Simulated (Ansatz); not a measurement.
Geometry optimisation in Ansatz: input, command and trajectory.

```yaml
crystal:
  lattice:
    - [4.7248728457, 0.0, 0.0]
    - [-2.3624364229, 4.091859914, 0.0]
    - [0.0, 0.0, 7.7665227452]
  atoms:
    - { symbol: Pb, position: [0.0, 0.0, 0.0] }
    - { symbol: I, position: [0.3333333333, 0.6666666667, 0.2412822959] }
    - { symbol: I, position: [0.6666666667, 0.3333333333, 0.7587177041] }
basis:
  ecutwfc: 420
kpoints:
  mp_grid: { grid: [6, 6, 4] }
hamiltonian:
  xc: pbe
scf:
  occupations: { method: gaussian, width: 0.02 }
output:
  forces: true
  stress: true
  eigenvalues: true
relax:
  adjacent_minimum: "off"
  f_tol: 0.01
  max_steps: 30
  cell: { stress_tol: 0.1, fix: [volume] }
```

```bash
ansatz run input.yaml --threads 1 --pin off --max-ram 2560MiB --backend cpu --events-out ev --progress --plain --runs-dir out
```

Theory: Ansatz 0.2.0, DFT PBE, scalar-relativistic, plane waves, PAW.

The volume is held at 1.03 times that of the relaxed cell.

Of 5 frames 4 are shown, positions in Å and forces in eV/Å; the SCF threshold varies from step to step. Steps run on the plane waves of an earlier cell, with a Pulay correction in the pressure. The basis is chosen afresh for the last frame, the zero of the energies, and at times for earlier ones too; energy and pressure step there, also at an unchanged geometry.

```xyz
3
Lattice="4.7249 0.0000 0.0000 -2.3624 4.0919 0.0000 0.0000 0.0000 7.7665" Properties=species:S:1:pos:R:3:forces:R:3 pbc="T T T" step=1 free_energy_over_end_meV_per_atom=2.66 pressure_GPa=-0.56
Pb    0.0000    0.0000    0.0000    0.0000    0.0000    0.0000
I     0.0000    2.7279    1.8739    0.0000    0.0000   -0.1323
I     2.3624    1.3640    5.8926    0.0000    0.0000    0.1323
3
Lattice="4.7164 0.0000 0.0000 -2.3582 4.0845 0.0000 0.0000 0.0000 7.7944" Properties=species:S:1:pos:R:3:forces:R:3 pbc="T T T" step=2 free_energy_over_end_meV_per_atom=0.51 pressure_GPa=-0.11
Pb    0.0000    0.0000    0.0000    0.0000    0.0000    0.0000
I     0.0000    2.7230    1.8337    0.0000    0.0000    0.0068
I     2.3582    1.3615    5.9607    0.0000    0.0000   -0.0068
3
Lattice="4.7080 0.0000 0.0000 -2.3540 4.0773 0.0000 0.0000 0.0000 7.8222" Properties=species:S:1:pos:R:3:forces:R:3 pbc="T T T" step=3 free_energy_over_end_meV_per_atom=0.32 pressure_GPa=-0.09
Pb    0.0000    0.0000    0.0000    0.0000    0.0000    0.0000
I     0.0000    2.7182    1.8387    0.0000    0.0000    0.0063
I     2.3540    1.3591    5.9835    0.0000    0.0000   -0.0063
3
Lattice="4.6772 0.0000 0.0000 -2.3386 4.0505 0.0000 0.0000 0.0000 7.9258" Properties=species:S:1:pos:R:3:forces:R:3 pbc="T T T" step=5 free_energy_over_end_meV_per_atom=0.00 pressure_GPa=-0.02
Pb    0.0000    0.0000    0.0000    0.0000    0.0000    0.0000
I     0.0000    2.7004    1.8587    0.0000    0.0000   -0.0012
I     2.3386    1.3502    6.0672    0.0000    0.0000    0.0012
```

Time: 32 s on 1 thread of Intel(R) Xeon(R) Platinum 8259CL CPU @ 2.50GHz (Skylake/Cascade Lake), with other jobs on the host, peak memory 0.5 GiB.

Spin–orbit coupling is left out, which can shift energies with elements as heavy as these. The cell holds layers, and where no dispersion correction was added their binding is poorly described.